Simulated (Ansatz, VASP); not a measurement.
**One calculation of Ga, two programs**

```
Ga
1.0
     4.72347    0.00000    0.00000
    -2.36173    4.09064    0.00000
     0.00000    0.00000    2.83016
Ga
3
Direct
  0.00000 0.00000 0.00000
  0.33333 0.66667 0.50000
  0.66667 0.33333 0.50000
```

Alike in both runs: functional r2SCAN; k mesh 6 × 6 × 6; occupations gaussian, width 0.1 eV; no spin polarisation.

Ansatz relaxed the structure, and its values are those at the end. VASP's run is a single point on that final structure, the one shown.

```csv
,VASP,Ansatz
version,VASP 6.6.1,Ansatz 0.2.0
potentials or method,"VASP PAW PBE potentials, release 64 (Ga_d)","scalar-relativistic, plane waves, PAW"
plane-wave cutoff (eV),520,500
valence electrons in the cell,39,39
```

```csv
,VASP,Ansatz,Ansatz less VASP
gap on the k mesh at the Fermi level (eV),none,none,-
pressure (GPa),0.0,0.0,-0.05
```

A gap of «none» marks a metal or a gap that the smearing closes.

Caveats: the k mesh is coarse (spacing up to 0.37 Å⁻¹), so the values aren't converged; the PAW data sets were made with another functional, which shifts forces and pressure a little (VASP).
